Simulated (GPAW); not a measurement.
Runs of GPAW 26.7.0 on SiC. Symmetry: P6_3mc, No. 186, hexagonal system. The conventional cell has a = 3.076 Å, b = 3.076 Å, c = 10.071 Å, α = 90.00°, β = 90.00°, γ = 120.00°. Around Si (site symmetry 3m) lie 4 C at 1.88 to 1.89 Å. Around Si (site symmetry 3m) lie 4 C at 1.88 to 1.89 Å. C (site symmetry 3m) is surrounded by 4 Si at 1.88 to 1.89 Å. C (site symmetry 3m) has 4 Si at 1.88 to 1.89 Å as nearest neighbours. The cell is a database's computed one.

```tsv
task	level	potentials or basis	cell	band path	band points	optimizer	fmax	max steps	gap on the mesh (eV)	pressure (GPa)	largest force (eV/Å)
band structure	PBEint	PAW data sets generated in the run's folder for this functional, pw	as given	GMKGALHA,LM,KH	100	-	-	-	2.09	3.3	0.01
relaxation of cell and atoms	rSCAN	GPAW PAW data sets (gpaw-data 1.2.1), pw	relaxed	-	-	LBFGS	0.05 eV/Å	40	2.62	0.4	-
band structure	vdW-DF	GPAW PAW data sets (gpaw-data 1.2.1), pw	as given	GMKGALHA,LM,KH	80	-	-	-	(a)	-	0.01
relaxation of cell and atoms	BLYP	PAW data sets generated in the run's folder for this functional, pw	relaxed	-	-	FIRE	0.02 eV/Å	40	(b)	-0.2	-
```

Alike in all rows: no spin polarisation; k mesh 6 × 6 × 2; cutoff (eV) 800; smearing fermi-dirac 0.05 eV; the mesh is coarse, so values aren't converged.

Task: Fill in the values left out.

Result: (a) 2.49; (b) 2.51.

Caveats: later steps reuse the first step's grids (some runs); the PAW data sets were made with another functional, which shifts forces and pressure a little (some runs); the relaxation stopped at its first step, so nothing moved (some runs).

A k mesh can miss the band edges.
